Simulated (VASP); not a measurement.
The system is SrCl2.

```
CELL_PARAMETERS angstrom
0.00000 3.48835 3.48835
3.48835 0.00000 3.48835
3.48835 3.48835 0.00000
ATOMIC_POSITIONS crystal
Sr 0.00000 0.00000 0.00000
Cl 0.75000 0.75000 0.75000
Cl 0.25000 0.25000 0.25000
```

Base run:

- Program: VASP 6.6.1
- Functional: HSE06
- Potentials or basis: VASP PAW PBE potentials, release 64 (Sr_sv, Cl)
- Cutoff: 520 eV
- k mesh: 4 × 4 × 4
- Occupations: gaussian, width 0.02 eV
- Spin: no spin polarisation

Its results: band gap on the k mesh 6.64 eV, indirect (least direct gap 6.84 eV); pressure 0.6 GPa.

Problem. After a change of settings the same cell gave: band gap on the k mesh 8.29 eV, indirect (least direct gap 8.49 eV); pressure 0.0 GPa. Which change was it?
A. functional from HSE06 to HSE03
B. functional from HSE06 to r2SCAN-EpsX
C. functional from HSE06 to PBE0

Solution. B.

Caveats: the PAW data sets were made with another functional, which shifts forces and pressure a little.
